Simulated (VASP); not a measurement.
# ZnS (Wurtzite-2H) (P6_3mc) in VASP: a series of runs, part 2 of 2

VASP 6.6.1. The steps go on from the part before.

### Step 3. Single point, RPBE

This run uses another cell than the first one, of 20.39 Å³/atom, 1.020 times its volume.

INCAR

```
SYSTEM = ZnS
PREC = Accurate
ENCUT = 520
EDIFF = 1E-6
ISMEAR = 0
SIGMA = 0.01
LREAL = .False.
LASPH = .True.
NELM = 100
ALGO = Normal
ISIF = 2
LWAVE = .False.
LCHARG = .False.
GGA = RP
NBANDS = 26
```

KPOINTS

```
regular mesh
0
Gamma
  6 6 3
  0 0 0
```

POSCAR

```
ZnS
1.0
    3.8611504880      0.0000000000      0.0000000000
   -1.9305752440      3.3438545990      0.0000000000
    0.0000000000      0.0000000000      6.3160357234
Zn S
2 2
Direct
    0.3333333333      0.6666666667      0.0000000000
    0.6666666667      0.3333333333      0.5000000000
    0.3333333333      0.6666666667      0.3850000000
    0.6666666667      0.3333333333      0.8850000000
```

Potentials or basis: VASP PAW PBE potentials, release 64 (Zn, S).

Run with:

```console
$ cat potpaw_PBE.64/Zn/POTCAR potpaw_PBE.64/S/POTCAR > POTCAR
$ mpirun -np 1 vasp_std > vasp.out
```

OUTCAR:

```text
SYSTEM = ZnS
   PREC = Accurate
   ENCUT = 520
   EDIFF = 1E-6
   ISMEAR = 0
   LREAL = .False.
   LASPH = .True.
   NELM = 100
   ISIF = 2
   GGA = RP

 ion  position               nearest neighbor table
   1  0.333  0.667  0.000-   4 2.34   4 2.34   4 2.34   3 2.43
   2  0.667  0.333  0.500-   3 2.34   3 2.34   3 2.34   4 2.43
   3  0.333  0.667  0.385-   2 2.34   2 2.34   2 2.34   1 2.43
   4  0.667  0.333  0.885-   1 2.34   1 2.34   1 2.34   2 2.43

  LATTYP: Found a hexagonal cell.
 ALAT       =     3.8611504880
 C/A-ratio  =     1.6357911309

  Lattice vectors:

 A1 = (   3.8611504880,   0.0000000000,   0.0000000000)
 A2 = (  -1.9305752440,   3.3438545990,   0.0000000000)
 A3 = (   0.0000000000,   0.0000000000,   6.3160357234)

Analysis of symmetry for initial positions (statically):
=====================================================================
 Subroutine PRICEL returns:
 Original cell was already a primitive cell.

 Routine SETGRP: Setting up the symmetry group for a
 hexagonal supercell.

 Subroutine GETGRP returns: Found 12 space group operations
 (whereof  6 operations were pure point group operations)
 out of a pool of 24 trial point group operations.

The static configuration has the point symmetry C_3v.
 The point group associated with its full space group is C_6v.

Analysis of symmetry for dynamics (positions and initial velocities):
=====================================================================
 Subroutine PRICEL returns:
 Original cell was already a primitive cell.

 Routine SETGRP: Setting up the symmetry group for a
 hexagonal supercell.

 Subroutine GETGRP returns: Found 12 space group operations
 (whereof  6 operations were pure point group operations)
 out of a pool of 24 trial point group operations.

The dynamic configuration has the point symmetry C_3v.
 The point group associated with its full space group is C_6v.

 Subroutine INISYM returns: Found 12 space group operations
[... 109 lines left out ...]
     AMIX     =   0.40;   BMIX     =  1.00
     AMIX_MAG =   1.60;   BMIX_MAG =  1.00
  volume/ion in A,a.u.               =      20.39       137.58
  Fermi-wavevector in a.u.,A,eV,Ry     =   1.246540  2.355618 21.141564  1.553861
  Thomas-Fermi vector in A             =   2.380712
   LORBIT       =      0    0 simple, 1 ext, 2 COOP (PROOUT), +10 PAW based schemes
   GGA     = RP    functional components
   LHFCALC =     F    Hartree Fock is set to
   AEXX    =    0.0000 exact exchange contribution
   IVDW    =     0    specifies the selected vdW correction
   LEPSILON=     F    determine dielectric tensor
   LRPA    =     F    only Hartree local field effects (RPA)
 non-spin polarized calculation
 Gauss-broadening in eV      SIGMA  =   0.01
  energy-cutoff  :      520.00
  volume of cell :       81.55
 maximum number of plane-waves:      2217
 NGX is ok and might be reduce to    30
   NGX = 15   NGY = 15   NGZ = 23

 number of electron      36.0000027 magnetization

 Free energy of the ion-electron system (eV)
  ---------------------------------------------------
  ext. energy  EPLUGINS =         0.00000000
  ---------------------------------------------------
  free energy    TOTEN  =       -12.36464557 eV

  energy without entropy =      -12.36464557  energy(sigma->0) =      -12.36464557

 E-fermi :   2.0392     XC(G=0):  -9.2385

 val. band max:        1.9261403313   @ k =   0.0000   0.0000   0.0000
 cond. band min:       4.1643883952   @ k =   0.0000   0.0000   0.0000
 fundamental gap:      2.2382480639
 Fermi energy:         2.0392254241

 k-point     1 :       0.0000    0.0000    0.0000
  band No.  band energies     occupation
      1     -10.9896      2.00000
      2     -10.1468      2.00000
      3      -4.2549      2.00000
      4      -4.2549      2.00000
      5      -4.1942      2.00000
      6      -4.1942      2.00000
[... 395 lines left out ...]
     25      11.9011      0.00000
     26      12.0295      0.00000

------------------------ aborting loop because EDIFF is reached ----------------------------------------

  FORCE on cell =-STRESS in cart. coord.  units (eV):
  Direction    XX          YY          ZZ          XY          YZ          ZX
  --------------------------------------------------------------------------------------
  -------------------------------------------------------------------------------------
  Total        1.3422354      1.3422356      0.4865999      0.0000000      0.0000000      0.0000000
  in kB       26.3712423     26.3712453      9.5603531      0.0000000      0.0000000      0.0000000
  external PRESSURE =      20.7676136 kB  Pullay stress =       0.0000000 kB

 VOLUME and BASIS-vectors are now :
 -----------------------------------------------------------------------------
  energy-cutoff  :      520.00
  volume of cell :       81.55
      direct lattice vectors                 reciprocal lattice vectors
     3.861150488  0.000000000  0.000000000     0.258990164  0.149528033  0.000000000
    -1.930575244  3.343854599  0.000000000     0.000000000  0.299056066  0.000000000
     0.000000000  0.000000000  6.316035723     0.000000000  0.000000000  0.158327160

 POSITION                                       TOTAL-FORCE (eV/Angst)
 -----------------------------------------------------------------------------------
     -0.00000      2.22924      0.00000        -0.000000     -0.000000      0.284329
      1.93058      1.11462      3.15802        -0.000000      0.000000      0.284329
     -0.00000      2.22924      2.43167         0.000000      0.000000     -0.284329
      1.93058      1.11462      5.58969        -0.000000     -0.000000     -0.284329
 -----------------------------------------------------------------------------------
    total drift:                               -0.000000     -0.000000      0.000275

  FREE ENERGIE OF THE ION-ELECTRON SYSTEM (eV)
  ---------------------------------------------------
  free  energy   TOTEN  =       -12.3646455667 eV

  energy  without entropy=      -12.3646455667  energy(sigma->0) =      -12.36464557
```

It took 49 s on 1 thread of AMD EPYC 7R13 (Zen 3), shared host; peak memory 0.16 GiB.

Results:

* Free energy: -12.3646 eV
* Pressure: 2.1 GPa
* Largest force: 0.284 eV/Å
* Band gap on the k mesh: 2.24 eV, direct

Forces in eV/Å, atoms in the order of the input:
```
Zn   0.000  0.000  0.284
Zn   0.000  0.000  0.284
S    0.000  0.000 -0.284
S    0.000  0.000 -0.284
```

Caveat: the PAW data sets were made with another functional, which shifts forces and pressure a little.

### Step 4. Single point, RPBE

This run uses another cell than the first one, of 20.78 Å³/atom, 1.039 times its volume.

INCAR

```
SYSTEM = ZnS
PREC = Accurate
ENCUT = 520
EDIFF = 1E-7
ISMEAR = 0
SIGMA = 0.01
LREAL = .FALSE.
LASPH = .TRUE.
NELM = 100
ALGO = Normal
ISIF = 2
LWAVE = .FALSE.
LCHARG = .FALSE.
GGA = RP
NBANDS = 26
```

KPOINTS

```
regular mesh
0
G
  6 6 3
  0 0 0
```

POSCAR

```
ZnS
1.0
    3.8857444663      0.0000000000      0.0000000000
   -1.9428722331      3.3651536102      0.0000000000
    0.0000000000      0.0000000000      6.3562663350
Zn S
2 2
Direct
    0.3333333333      0.6666666667      0.0000000000
    0.6666666667      0.3333333333      0.5000000000
    0.3333333333      0.6666666667      0.3850000000
    0.6666666667      0.3333333333      0.8850000000
```

Potentials or basis: VASP PAW PBE potentials, release 64 (Zn, S).

Run with:

```console
$ cat potpaw_PBE.64/Zn/POTCAR potpaw_PBE.64/S/POTCAR > POTCAR
$ mpirun -np 1 vasp_std > vasp.out
```

OUTCAR:

```text
SYSTEM = ZnS
   PREC = Accurate
   ENCUT = 520
   EDIFF = 1E-7
   ISMEAR = 0
   LREAL = .FALSE.
   LASPH = .TRUE.
   NELM = 100
   ISIF = 2
   GGA = RP

 ion  position               nearest neighbor table
   1  0.333  0.667  0.000-   4 2.36   4 2.36   4 2.36   3 2.45
   2  0.667  0.333  0.500-   3 2.36   3 2.36   3 2.36   4 2.45
   3  0.333  0.667  0.385-   2 2.36   2 2.36   2 2.36   1 2.45
   4  0.667  0.333  0.885-   1 2.36   1 2.36   1 2.36   2 2.45

  LATTYP: Found a hexagonal cell.
 ALAT       =     3.8857444663
 C/A-ratio  =     1.6357911309

  Lattice vectors:

 A1 = (   3.8857444663,   0.0000000000,   0.0000000000)
 A2 = (  -1.9428722331,   3.3651536102,   0.0000000000)
 A3 = (   0.0000000000,   0.0000000000,   6.3562663350)

Analysis of symmetry for initial positions (statically):
=====================================================================
 Subroutine PRICEL returns:
 Original cell was already a primitive cell.

 Routine SETGRP: Setting up the symmetry group for a
 hexagonal supercell.

 Subroutine GETGRP returns: Found 12 space group operations
 (whereof  6 operations were pure point group operations)
 out of a pool of 24 trial point group operations.

The static configuration has the point symmetry C_3v.
 The point group associated with its full space group is C_6v.

Analysis of symmetry for dynamics (positions and initial velocities):
=====================================================================
 Subroutine PRICEL returns:
 Original cell was already a primitive cell.

 Routine SETGRP: Setting up the symmetry group for a
 hexagonal supercell.

 Subroutine GETGRP returns: Found 12 space group operations
 (whereof  6 operations were pure point group operations)
 out of a pool of 24 trial point group operations.

The dynamic configuration has the point symmetry C_3v.
 The point group associated with its full space group is C_6v.

 Subroutine INISYM returns: Found 12 space group operations
 (whereof  6 operations are pure point group operations),
 and found     1 'primitive' translations

----------------------------------------------------------------------------------------

                                     Primitive cell

  volume of cell :      83.1153

  direct lattice vectors                    reciprocal lattice vectors
     3.885744466  0.000000000  0.000000000     0.257350942  0.148581627  0.000000000
    -1.942872233  3.365153610  0.000000000     0.000000000  0.297163255  0.000000000
     0.000000000  0.000000000  6.356266335     0.000000000  0.000000000  0.157325063

  length of vectors
     3.885744466  3.885744631  6.356266335     0.297163267  0.297163255  0.157325063

  position of ions in fractional coordinates (direct lattice)
     0.333333333  0.666666667  0.000000000
     0.666666667  0.333333333  0.500000000
     0.333333333  0.666666667  0.385000000
     0.666666667  0.333333333  0.885000000

  ion indices of the primitive-cell ions
   primitive index   ion index
                 1           1
                 2           2
                 3           3
                 4           4

----------------------------------------------------------------------------------------

 KPOINTS: regular mesh

Automatic generation of k-mesh.
 Grid dimensions read from file:
[... 27 lines left out ...]
  0.333333  0.166667  0.000000     12.000000
  0.333333  0.333333  0.000000      2.000000
  0.000000  0.000000  0.333333      2.000000
  0.166667  0.000000  0.333333     12.000000
  0.333333  0.000000  0.333333     12.000000
  0.500000 -0.000000  0.333333      6.000000
  0.166667  0.166667  0.333333     12.000000
  0.333333  0.166667  0.333333     24.000000
  0.333333  0.333333  0.333333      4.000000
   k-points           NKPTS =     14   k-points in BZ     NKDIM =     14   number of bands    NBANDS=     26
   number of dos      NEDOS =    301   number of ions     NIONS =      4
   total plane-waves  NPLWV =  43200
   dimension x,y,z NGX =    30 NGY =   30 NGZ =   48
   dimension x,y,z NGXF=    60 NGYF=   60 NGZF=   96
   ions per type =               2   2
   NGX,Y,Z   is equivalent  to a cutoff of  12.84, 12.84, 12.55 a.u.
   NGXF,Y,Z  is equivalent  to a cutoff of  25.67, 25.67, 25.11 a.u.
 SYSTEM =  ZnS
   PREC   = accura    normal or accurate (medium, high low for compatibility)
   ISTART =      0    job   : 0-new  1-cont  2-samecut
   ICHARG =      2    charge: 1-file 2-atom 10-const
   ISPIN  =      1    spin polarized calculation?
   LNONCOLLINEAR =      F non collinear calculations
   LSORBIT =      F    spin-orbit coupling
   LASPH  =      T    aspherical Exc in radial PAW
   ENCUT  =  520.0 eV  38.22 Ry    6.18 a.u.   7.22  7.22 11.82*2*pi/ulx,y,z
   NELM   =    100;   NELMIN=  2; NELMDL= -5     # of ELM steps
   EDIFF  = 0.1E-06   stopping-criterion for ELM
   LREAL  =      F    real-space projection
   EDIFFG = 0.1E-05   stopping-criterion for IOM
   NSW    =      0    number of steps for IOM
   IBRION =     -1    ionic relax: 0-MD 1-quasi-New 2-CG
   NFREE  =      0    steps in history (QN), initial steepest desc. (CG)
   ISIF   =      2    stress and relaxation
   ISYM   =      2    0-nonsym 1-usesym 2-fastsym
   POTIM  = 0.5000    time-step for ionic-motion
   TEBEG  =    0.0;   TEEND  =   0.0 temperature during run
   PSTRESS=    0.0 pullay stress
   NELECT =      36.0000    total number of electrons
   NUPDOWN=      -1.0000    fix difference up-down
   EMIN   =  10.00;   EMAX   =-10.00  energy-range for DOS
   EFERMI =   0.00;   METHOD = LEGACY
   ISMEAR =     0;   SIGMA  =   0.01  broadening in eV -4-tet -1-fermi 0-gaus
   EFERMI_NEDOS =   21; number of points for ismear=-14 and -15
   IALGO  =     38    algorithm
   IMIX   =      4    mixing-type and parameters
     AMIX     =   0.40;   BMIX     =  1.00
     AMIX_MAG =   1.60;   BMIX_MAG =  1.00
  volume/ion in A,a.u.               =      20.78       140.22
  Fermi-wavevector in a.u.,A,eV,Ry     =   1.238650  2.340709 20.874789  1.534254
  Thomas-Fermi vector in A             =   2.373166
   LORBIT       =      0    0 simple, 1 ext, 2 COOP (PROOUT), +10 PAW based schemes
   GGA     = RP    functional components
   LHFCALC =     F    Hartree Fock is set to
   AEXX    =    0.0000 exact exchange contribution
   IVDW    =     0    specifies the selected vdW correction
   LEPSILON=     F    determine dielectric tensor
   LRPA    =     F    only Hartree local field effects (RPA)
 non-spin polarized calculation
 Gauss-broadening in eV      SIGMA  =   0.01
  energy-cutoff  :      520.00
  volume of cell :       83.12
 maximum number of plane-waves:      2253
 NGX is ok and might be reduce to    30
   NGX = 15   NGY = 15   NGZ = 23

 number of electron      36.0000025 magnetization

 Free energy of the ion-electron system (eV)
  ---------------------------------------------------
  ext. energy  EPLUGINS =         0.00000000
  ---------------------------------------------------
  free energy    TOTEN  =       -12.37883911 eV

  energy without entropy =      -12.37883911  energy(sigma->0) =      -12.37883911

 E-fermi :   1.8032     XC(G=0):  -9.1464

 val. band max:        1.7621671548   @ k =   0.0000   0.0000   0.0000
 cond. band min:       3.9124756232   @ k =   0.0000   0.0000   0.0000
 fundamental gap:      2.1503084685
 Fermi energy:         1.8031820858

 k-point     1 :       0.0000    0.0000    0.0000
  band No.  band energies     occupation
      1     -11.0322      2.00000
      2     -10.2220      2.00000
      3      -4.3559      2.00000
      4      -4.3559      2.00000
      5      -4.2973      2.00000
      6      -4.2973      2.00000
[... 395 lines left out ...]
     25      11.7150      0.00000
     26      11.8608      0.00000

------------------------ aborting loop because EDIFF is reached ----------------------------------------

  FORCE on cell =-STRESS in cart. coord.  units (eV):
  Direction    XX          YY          ZZ          XY          YZ          ZX
  --------------------------------------------------------------------------------------
  -------------------------------------------------------------------------------------
  Total        0.6579857      0.6579858     -0.0851783      0.0000000     -0.0000000      0.0000000
  in kB       12.6836964     12.6836978     -1.6419435      0.0000000     -0.0000000      0.0000000
  external PRESSURE =       7.9084835 kB  Pullay stress =       0.0000000 kB

 VOLUME and BASIS-vectors are now :
 -----------------------------------------------------------------------------
  energy-cutoff  :      520.00
  volume of cell :       83.12
      direct lattice vectors                 reciprocal lattice vectors
     3.885744466  0.000000000  0.000000000     0.257350942  0.148581627  0.000000000
    -1.942872233  3.365153610  0.000000000     0.000000000  0.297163255  0.000000000
     0.000000000  0.000000000  6.356266335     0.000000000  0.000000000  0.157325063

 POSITION                                       TOTAL-FORCE (eV/Angst)
 -----------------------------------------------------------------------------------
     -0.00000      2.24344      0.00000        -0.000000     -0.000000      0.263893
      1.94287      1.12172      3.17813         0.000000      0.000000      0.263893
     -0.00000      2.24344      2.44716         0.000000     -0.000000     -0.263893
      1.94287      1.12172      5.62530         0.000000     -0.000000     -0.263893
 -----------------------------------------------------------------------------------
    total drift:                               -0.000000     -0.000000      0.000456

  FREE ENERGIE OF THE ION-ELECTRON SYSTEM (eV)
  ---------------------------------------------------
  free  energy   TOTEN  =       -12.3788391148 eV

  energy  without entropy=      -12.3788391148  energy(sigma->0) =      -12.37883911
```

stdout:

```text
POSCAR found type information on POSCAR ZnS
 POSCAR found :  2 types and       4 ions
 scaLAPACK will be used
 -----------------------------------------------------------------------------
|                                                                             |
|                                                                             |
|     You enforced a specific xc type in the INCAR file but a different       |
|     I HOPE YOU KNOW WHAT YOU ARE DOING!                                     |
|                                                                             |
 -----------------------------------------------------------------------------

 LDA part: xc-table for (Slater+PW92), standard interpolation
 POSCAR, INCAR and KPOINTS ok, starting setup
 FFT: planning ... GRIDC
 FFT: planning ... GRID_SOFT
 FFT: planning ... GRID
 WAVECAR not read
 entering main loop
```

It took 83 s on 1 thread of AMD EPYC 7R13 (Zen 3), shared host; peak memory 0.16 GiB.

What came out:

```yaml
Free_energy: -12.3788 eV
Pressure: 0.8 GPa
Largest_force: 0.264 eV/Å
Band_gap_on_the_k_mesh: 2.15 eV, direct
```

Forces in eV/Å, atoms in the order of the input:
```
Zn   0.000  0.000  0.264
Zn   0.000  0.000  0.264
S    0.000  0.000 -0.264
S    0.000  0.000 -0.264
```

Caveat: the PAW data sets were made with another functional, which shifts forces and pressure a little.

### Step 5. Overview

```tsv
cell	gap on the mesh (eV)	pressure (GPa)	largest force (eV/Å)
a = 3.836, b = 3.836, c = 6.275 Å, angles 90.0, 90.0, 120.0°, 4 atoms	2.33	3.5	0.31
a = 3.861, b = 3.861, c = 6.316 Å, angles 90.0, 90.0, 120.0°, 4 atoms	2.24	2.1	0.28
a = 3.886, b = 3.886, c = 6.356 Å, angles 90.0, 90.0, 120.0°, 4 atoms	2.15	0.8	0.26
```

Alike in all rows: task single point; level RPBE; potentials or basis VASP PAW PBE potentials, release 64 (Zn, S); no spin polarisation; k mesh 6 × 6 × 3; cutoff (eV) 520; smearing gaussian 0.01 eV.

Caveats: the PAW data sets were made with another functional, which shifts forces and pressure a little.

Total energies depend on the potentials used, so only differences within one code and one set of settings carry meaning.

### Step 6. Comparison with measurements

Step 3. Against the measured gap of ZnS, 3.911 eV (direct; 4 K; a printed reference work, monograph), the calculated 2.24 eV is off by -1.67 eV. The value is that of RPBE, without temperature or zero-point motion. Semilocal functionals fall short of measured gaps as a rule.

Step 4. Against the measured gap of ZnS, 3.911 eV (direct; 4 K; a printed reference work, monograph), the calculated 2.15 eV is off by -1.76 eV. The value is that of RPBE, without temperature or zero-point motion. Semilocal functionals fall short of measured gaps as a rule.
